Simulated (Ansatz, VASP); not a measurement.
One calculation of Te, two programs

```
Te
1.0
     3.55957    0.00000    0.00000
    -1.77978    3.08268    0.00000
     0.00000    0.00000    4.51521
Te
2
Direct
  0.33333 0.66667 0.25000
  0.66667 0.33333 0.75000
```

Alike in both runs: functional PBEsol; k mesh 14 × 14 × 8; occupations fermi-dirac, width 0.08 eV; no spin polarisation.

Ansatz relaxed the structure, and its values are those at the end. VASP's run is a single point on that final structure, the one shown.

|  | VASP | Ansatz |
| --- | --- | --- |
| version | VASP 6.6.1 | Ansatz 0.2.0 |
| potentials or method | VASP PAW PBE potentials, release 64 (Te) | PAW with Ansatz's default frozen-core files, scalar-relativistic |
| plane-wave cutoff (eV) | 520 | 420 |
| valence electrons in the cell | 12 | 32 |

|  | VASP | Ansatz | Ansatz less VASP |
| --- | --- | --- | --- |
| pressure (GPa) | 10.4 | 10.4 | -0.08 |

The two sets of potentials don't hold the same shells in valence.

Caveats: the PAW data sets were made with another functional, which shifts forces and pressure a little (VASP). The runs have no spin-orbit coupling, so splittings on Te are missing.
